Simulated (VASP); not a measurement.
# WSe2 (P6_3/mmc) in VASP: settings compared

One crystal, WSe2, is run at these levels: LDA, r2SCAN+rVV10; tasks: relaxation of cell and atoms.

All numbers are computed with VASP 6.6.1; they aren't measurements. Logs are shortened: lines on timing, memory, paths and dates and some standing lists are left out, and cuts for length are marked.

### Step 1. Starting point

It takes space group P6_3/mmc (No. 194, hexagonal). Conventional cell: a = 3.290 Å, b = 3.290 Å, c = 12.970 Å, α = 90.00°, β = 90.00°, γ = 120.00°. Around W (site symmetry -6m2) lie 6 Se at 2.53 Å. Se (site symmetry 3m) has 3 W at 2.53 Å as nearest neighbours.

### Step 2. Relaxation of cell and atoms, LDA

Contents of INCAR:

```
SYSTEM = WSe2
PREC = Accurate
ENCUT = 600
EDIFF = 1E-6
ISMEAR = 0
SIGMA = 0.03
LREAL = .FALSE.
LASPH = .TRUE.
NELM = 80
ALGO = Normal
ISIF = 3
LWAVE = .FALSE.
LCHARG = .FALSE.
GGA = CA
IBRION = 2
NSW = 90
EDIFFG = -0.01
KPAR = 2
```

Contents of KPOINTS:

```
Automatic mesh
0
G
  9 9 2
  0 0 0
```

Contents of POSCAR:

```
WSe2
1.0
    3.2900000000      0.0000000000      0.0000000000
   -1.6450000000      2.8492235785      0.0000000000
    0.0000000000      0.0000000000     12.9700000000
W Se
2 4
Direct
    0.3333333333      0.6666666667      0.2500000000
    0.6666666667      0.3333333333      0.7500000000
    0.3333333333      0.6666666667      0.6210000000
    0.6666666667      0.3333333333      0.1210000000
    0.3333333333      0.6666666667      0.8790000000
    0.6666666667      0.3333333333      0.3790000000
```

Potentials or basis: VASP PAW LDA potentials, release 64 (W_sv, Se).

Launch:

```console
$ cat potpaw_LDA.64/W_sv/POTCAR potpaw_LDA.64/Se/POTCAR > POTCAR
$ mpirun -np 2 vasp_std > vasp.out
```

OUTCAR:

```text
SYSTEM = WSe2
   PREC = Accurate
   ENCUT = 600
   EDIFF = 1E-6
   ISMEAR = 0
   LREAL = .FALSE.
   LASPH = .TRUE.
   NELM = 80
   ISIF = 3
   GGA = CA
   IBRION = 2
   NSW = 90
   EDIFFG = -0.01

 ion  position               nearest neighbor table
   1  0.333  0.667  0.250-   4 2.53   6 2.53   4 2.53   6 2.53   4 2.53   6 2.53
   2  0.667  0.333  0.750-   3 2.53   5 2.53   3 2.53   5 2.53   3 2.53   5 2.53
   3  0.333  0.667  0.621-   2 2.53   2 2.53   2 2.53
   4  0.667  0.333  0.121-   1 2.53   1 2.53   1 2.53
   5  0.333  0.667  0.879-   2 2.53   2 2.53   2 2.53
   6  0.667  0.333  0.379-   1 2.53   1 2.53   1 2.53

  LATTYP: Found a hexagonal cell.
 ALAT       =     3.2900000000
 C/A-ratio  =     3.9422492401

  Lattice vectors:

 A1 = (   3.2900000000,   0.0000000000,   0.0000000000)
 A2 = (  -1.6450000000,   2.8492235785,   0.0000000000)
 A3 = (   0.0000000000,   0.0000000000,  12.9700000000)

Analysis of symmetry for initial positions (statically):
=====================================================================
 Subroutine PRICEL returns:
 Original cell was already a primitive cell.

 Routine SETGRP: Setting up the symmetry group for a
 hexagonal supercell.

 Subroutine GETGRP returns: Found 24 space group operations
 (whereof 12 operations were pure point group operations)
 out of a pool of 24 trial point group operations.

The static configuration has the point symmetry D_3d.
 The point group associated with its full space group is D_6h.

Analysis of symmetry for dynamics (positions and initial velocities):
=====================================================================
 Subroutine PRICEL returns:
 Original cell was already a primitive cell.

 Routine SETGRP: Setting up the symmetry group for a
 hexagonal supercell.

 Subroutine GETGRP returns: Found 24 space group operations
 (whereof 12 operations were pure point group operations)
 out of a pool of 24 trial point group operations.

The dynamic configuration has the point symmetry D_3d.
 The point group associated with its full space group is D_6h.

 Subroutine INISYM returns: Found 24 space group operations
 (whereof 12 operations are pure point group operations),
 and found     1 'primitive' translations

----------------------------------------------------------------------------------------

                                     Primitive cell

  volume of cell :     121.5801

  direct lattice vectors                    reciprocal lattice vectors
     3.290000000  0.000000000  0.000000000     0.303951368  0.175486404  0.000000000
    -1.645000000  2.849223579  0.000000000     0.000000000  0.350972808  0.000000000
     0.000000000  0.000000000 12.970000000     0.000000000  0.000000000  0.077101002

  length of vectors
     3.290000000  3.290000000 12.970000000     0.350972808  0.350972808  0.077101002

  position of ions in fractional coordinates (direct lattice)
     0.333333333  0.666666667  0.250000000
     0.666666667  0.333333333  0.750000000
     0.333333333  0.666666667  0.621000000
     0.666666667  0.333333333  0.121000000
     0.333333333  0.666666667  0.879000000
     0.666666667  0.333333333  0.379000000

  ion indices of the primitive-cell ions
   primitive index   ion index
                 1           1
                 2           2
                 3           3
                 4           4
                 5           5
                 6           6

----------------------------------------------------------------------------------------

 KPOINTS: Automatic mesh

Automatic generation of k-mesh.
 Grid dimensions read from file:
 generate k-points for:    9    9    2

 Generating k-lattice:

  Cartesian coordinates                     Fractional coordinates (reciprocal lattice)
     0.033772374  0.019498489  0.000000000     0.111111111 -0.000000000  0.000000000
     0.000000000  0.038996979  0.000000000     0.000000000  0.111111111  0.000000000
     0.000000000  0.000000000  0.038550501     0.000000000  0.000000000  0.500000000

  Length of vectors
     0.038996979  0.038996979  0.038550501

  Shift w.r.t. Gamma in fractional coordinates (k-lattice)
     0.000000000  0.000000000  0.000000000

 Subroutine IBZKPT returns following result:
 ===========================================

 Found     24 irreducible k-points:

 Following reciprocal coordinates:
            Coordinates               Weight
  0.000000  0.000000  0.000000      1.000000
  0.111111  0.000000  0.000000      6.000000
  0.222222 -0.000000  0.000000      6.000000
  0.333333  0.000000  0.000000      6.000000
  0.444444 -0.000000  0.000000      6.000000
  0.111111  0.111111  0.000000      6.000000
[... 16 lines left out ...]
  0.333333  0.222222  0.500000     12.000000
  0.333333  0.333333  0.500000      2.000000
   k-points           NKPTS =     24   k-points in BZ     NKDIM =     24   number of bands    NBANDS=     31
   number of dos      NEDOS =    301   number of ions     NIONS =      6
   total plane-waves  NPLWV =  84672
   dimension x,y,z NGX =    28 NGY =   28 NGZ =  108
   dimension x,y,z NGXF=    56 NGYF=   56 NGZF=  216
   ions per type =               2   4
   NGX,Y,Z   is equivalent  to a cutoff of  14.15, 14.15, 13.84 a.u.
   NGXF,Y,Z  is equivalent  to a cutoff of  28.30, 28.30, 27.69 a.u.
 SYSTEM =  WSe2
   PREC   = accura    normal or accurate (medium, high low for compatibility)
   ISTART =      0    job   : 0-new  1-cont  2-samecut
   ICHARG =      2    charge: 1-file 2-atom 10-const
   ISPIN  =      1    spin polarized calculation?
   LNONCOLLINEAR =      F non collinear calculations
   LSORBIT =      F    spin-orbit coupling
   LASPH  =      T    aspherical Exc in radial PAW
   ENCUT  =  600.0 eV  44.10 Ry    6.64 a.u.   6.57  6.57 25.90*2*pi/ulx,y,z
   NELM   =     80;   NELMIN=  2; NELMDL= -5     # of ELM steps
   EDIFF  = 0.1E-05   stopping-criterion for ELM
   LREAL  =      F    real-space projection
   EDIFFG = -.1E-01   stopping-criterion for IOM
   NSW    =     90    number of steps for IOM
   IBRION =      2    ionic relax: 0-MD 1-quasi-New 2-CG
   NFREE  =      1    steps in history (QN), initial steepest desc. (CG)
   ISIF   =      3    stress and relaxation
   ISYM   =      2    0-nonsym 1-usesym 2-fastsym
   POTIM  = 0.5000    time-step for ionic-motion
   TEBEG  =    0.0;   TEEND  =   0.0 temperature during run
   PSTRESS=    0.0 pullay stress
   NELECT =      52.0000    total number of electrons
   NUPDOWN=      -1.0000    fix difference up-down
   EMIN   =  10.00;   EMAX   =-10.00  energy-range for DOS
   EFERMI =   0.00;   METHOD = LEGACY
   ISMEAR =     0;   SIGMA  =   0.03  broadening in eV -4-tet -1-fermi 0-gaus
   EFERMI_NEDOS =   21; number of points for ismear=-14 and -15
   IALGO  =     38    algorithm
   IMIX   =      4    mixing-type and parameters
     AMIX     =   0.40;   BMIX     =  1.00
     AMIX_MAG =   1.60;   BMIX_MAG =  1.00
  volume/ion in A,a.u.               =      20.26       136.74
  Fermi-wavevector in a.u.,A,eV,Ry     =   1.233451  2.330884 20.699914  1.521401
  Thomas-Fermi vector in A             =   2.368180
   LORBIT       =      0    0 simple, 1 ext, 2 COOP (PROOUT), +10 PAW based schemes
   GGA     = CA    functional components
   LHFCALC =     F    Hartree Fock is set to
   AEXX    =    0.0000 exact exchange contribution
   IVDW    =     0    specifies the selected vdW correction
   LEPSILON=     F    determine dielectric tensor
   LRPA    =     F    only Hartree local field effects (RPA)
 conjugate gradient relaxation of ions
 non-spin polarized calculation
 Gauss-broadening in eV      SIGMA  =   0.03
  energy-cutoff  :      600.00
  volume of cell :      121.58
 maximum number of plane-waves:      4120
 NGX is ok and might be reduce to    28
   NGX = 13   NGY = 13   NGZ = 51

--------------------------------------- Ionic step        1  -------------------------------------------

 number of electron      51.9999997 magnetization

 Free energy of the ion-electron system (eV)
  ---------------------------------------------------
  ext. energy  EPLUGINS =         0.00000000
  ---------------------------------------------------
  free energy    TOTEN  =       -48.46098811 eV

  energy without entropy =      -48.46098811  energy(sigma->0) =      -48.46098811

------------------------ aborting loop because EDIFF is reached ----------------------------------------

  FORCE on cell =-STRESS in cart. coord.  units (eV):
  Direction    XX          YY          ZZ          XY          YZ          ZX
  --------------------------------------------------------------------------------------
  -------------------------------------------------------------------------------------
  Total       -2.6426413     -2.6426413     -2.1857202      0.0000000      0.0000000      0.0000000
  in kB      -34.8246203    -34.8246203    -28.8033325      0.0000000      0.0000000      0.0000000
  external PRESSURE =     -32.8175243 kB  Pullay stress =       0.0000000 kB
[... 101 lines left out ...]
  FREE ENERGIE OF THE ION-ELECTRON SYSTEM (eV)
  ---------------------------------------------------
  free  energy   TOTEN  =       -48.4883302227 eV

  energy  without entropy=      -48.4883302227  energy(sigma->0) =      -48.48833022

[... ionic steps 4 to 8 ...]

--------------------------------------- Ionic step        9  -------------------------------------------

 number of electron      52.0000000 magnetization

------------------------ aborting loop because EDIFF is reached ----------------------------------------

  FORCE on cell =-STRESS in cart. coord.  units (eV):
  Direction    XX          YY          ZZ          XY          YZ          ZX
  --------------------------------------------------------------------------------------
  -------------------------------------------------------------------------------------
  Total       -0.1930350     -0.1930350     -0.2668038      0.0000000      0.0000000      0.0000000
  in kB       -2.6208903     -2.6208903     -3.6224697      0.0000000      0.0000000      0.0000000
  external PRESSURE =      -2.9547501 kB  Pullay stress =       0.0000000 kB
[... 65 lines left out ...]
  energy  without entropy=      -48.4932810356  energy(sigma->0) =      -48.49328104

--------------------------------------- Ionic step       11  -------------------------------------------

 number of electron      52.0000000 magnetization

 Free energy of the ion-electron system (eV)
  ---------------------------------------------------
  ext. energy  EPLUGINS =         0.00000000
  ---------------------------------------------------
  free energy    TOTEN  =       -48.49339139 eV

  energy without entropy =      -48.49339139  energy(sigma->0) =      -48.49339139

 E-fermi :   6.8937     XC(G=0): -11.1807

 val. band max:        6.6253887413   @ k =   0.0000   0.0000   0.0000
 cond. band min:       7.6002037934   @ k =   0.2222   0.1111   0.0000
 fundamental gap:      0.9748150521
 Fermi energy:         6.8936654754

 k-point     1 :       0.0000    0.0000    0.0000
  band No.  band energies     occupation
      1     -67.2207      2.00000
      2     -67.2207      2.00000
      3     -31.7615      2.00000
      4     -31.7615      2.00000
      5     -31.5919      2.00000
      6     -31.5919      2.00000
[... 838 lines left out ...]
  FREE ENERGIE OF THE ION-ELECTRON SYSTEM (eV)
  ---------------------------------------------------
  free  energy   TOTEN  =       -48.4933913871 eV

  energy  without entropy=      -48.4933913871  energy(sigma->0) =      -48.49339139

 reached required accuracy - stopping structural energy minimisation
```

It took 3.3 min on 2 MPI ranks of AMD EPYC 9R45 (Zen 5), shared host; peak memory 0.27 GiB.

What came out:

| Quantity | Value |
| --- | --- |
| Free energy | -48.4934 eV |
| Relaxed volume | 19.62 Å³/atom |
| Relaxed cell | a = 3.256 Å, b = 3.256 Å, c = 12.823 Å, α = 90.00°, β = 90.00°, γ = 120.00° |
| Space group after relaxing (to 0.05 Å) | P6_3/mmc (No. 194) |
| Energy gained by relaxing | 5.4 meV/atom |
| Ionic steps | 11 |
| Pressure after relaxing | 0.0 GPa |
| Largest force after relaxing | 0.006 eV/Å |
| Band gap on the k mesh | 0.97 eV, indirect (least direct gap 1.61 eV) |

Forces in eV/Å, atoms in the order of the input:
```
W    0.000  0.000  0.000
W    0.000  0.000  0.000
Se   0.000  0.000  0.006
Se   0.000  0.000  0.006
Se   0.000  0.000 -0.006
Se   0.000  0.000 -0.006
```

Step by step:
```csv
step,energy change (eV),largest force (eV/Å),pressure (GPa),volume (Å³)
1,0.0000,0.2611,-3.28,121.58
2,0.0947,1.0276,7.47,114.42
3,-0.0273,0.1251,-0.14,119.22
4,-0.0273,0.1335,-0.08,119.17
5,-0.0312,0.0314,-0.03,118.66
6,-0.0311,0.0279,-0.03,118.64
7,-0.0314,0.0212,-0.04,118.58
8,-0.0319,0.0030,-0.13,118.39
9,-0.0322,0.0332,-0.30,118.00
10,-0.0323,0.0269,-0.24,117.93
11,-0.0324,0.0058,-0.05,117.69
```

Final structure:
```
W Se
1.0
     3.25554    0.00000    0.00000
    -1.62777    2.81938    0.00000
     0.00000    0.00000   12.82276
W Se
2 4
Direct
  0.33333 0.66667 0.25000
  0.66667 0.33333 0.75000
  0.33333 0.66667 0.61973
  0.66667 0.33333 0.11973
  0.33333 0.66667 0.88027
  0.66667 0.33333 0.38027
```

Levels at points of the mesh, in eV from the valence-band top:
```
           k point  band 23  band 24  band 25  band 26  band 27  band 28  band 29  band 30
(0.00, 0.00, 0.00)    -1.49    -1.27    -1.00     0.00     2.70     2.70     2.76     2.76
(0.00, 0.00, 0.50)    -1.52    -1.52    -0.22    -0.22     2.71     2.71     2.71     2.71
```

Caveat: spin-orbit coupling is left out, which moves the levels of the heavy elements; an odd mesh through Γ misses points on the zone boundary, where band edges often lie. LDA usually gives volumes a few per cent too small.

### Step 3. Relaxation of cell and atoms, LDA

This run uses another cell than the first one, of 19.62 Å³/atom, 0.968 times its volume.

INCAR: that of step 2 with these lines changed.

```diff
@@ -3,3 +3,3 @@
 ENCUT = 600
-EDIFF = 1E-6
+EDIFF = 1E-7
 ISMEAR = 0
@@ -16,3 +16,3 @@
 NSW = 90
-EDIFFG = -0.01
+EDIFFG = -0.005
 KPAR = 2
```

KPOINTS is that of step 2.

Contents of POSCAR:

```
WSe2                                    
1.0
    3.2555359813      0.0000000000      0.0000000000
   -1.6277679906      2.8193768628     -0.0000000000
    0.0000000000      0.0000000000     12.8227550095
  W               Se            
     2     4
Direct
     0.3333333332999970    0.6666666667000030    0.2500000000000000
     0.6666666667000030    0.3333333332999970    0.7500000000000000
     0.3333333332999970    0.6666666667000030    0.6197267819987197
     0.6666666667000030    0.3333333332999970    0.1197267819987196
     0.3333333332999970    0.6666666667000030    0.8802732180012803
     0.6666666667000030    0.3333333332999970    0.3802732180012804
```

Potentials or basis: VASP PAW LDA potentials, release 64 (W_sv, Se).

Launch:

```console
$ cat potpaw_LDA.64/W_sv/POTCAR potpaw_LDA.64/Se/POTCAR > POTCAR
$ mpirun -np 2 vasp_std > vasp.out
```

Wall time 77 s (2 MPI ranks of AMD EPYC 9R45 (Zen 5), shared host); peak memory 0.26 GiB.

Results (log left out):

| Property | Result |
| --- | --- |
| Free energy | -48.4930 eV |
| Relaxed volume | 19.61 Å³/atom |
| Relaxed cell | a = 3.255 Å, b = 3.255 Å, c = 12.822 Å, α = 90.00°, β = 90.00°, γ = 120.00° |
| Space group after relaxing (to 0.05 Å) | P6_3/mmc (No. 194) |
| Energy gained by relaxing | 0.0 meV/atom |
| Ionic steps | 4 |
| Pressure after relaxing | 0.0 GPa |
| Band gap on the k mesh | 0.97 eV, indirect (least direct gap 1.61 eV) |

Final structure:
```
W Se
1.0
     3.25510    0.00000    0.00000
    -1.62755    2.81900    0.00000
     0.00000    0.00000   12.82231
W Se
2 4
Direct
  0.33333 0.66667 0.25000
  0.66667 0.33333 0.75000
  0.33333 0.66667 0.61973
  0.66667 0.33333 0.11973
  0.33333 0.66667 0.88027
  0.66667 0.33333 0.38027
```

Levels at points of the mesh, in eV from the valence-band top:
```
           k point  band 24  band 25  band 26  band 27  band 28  band 29
(0.00, 0.00, 0.00)    -1.27    -1.00     0.00     2.71     2.71     2.76
(0.00, 0.00, 0.50)    -1.52    -0.22    -0.22     2.71     2.71     2.71
```

Caveat: spin-orbit coupling is left out, which moves the levels of the heavy elements; an odd mesh through Γ misses points on the zone boundary, where band edges often lie.

(Part 1 of 2 ends here.)
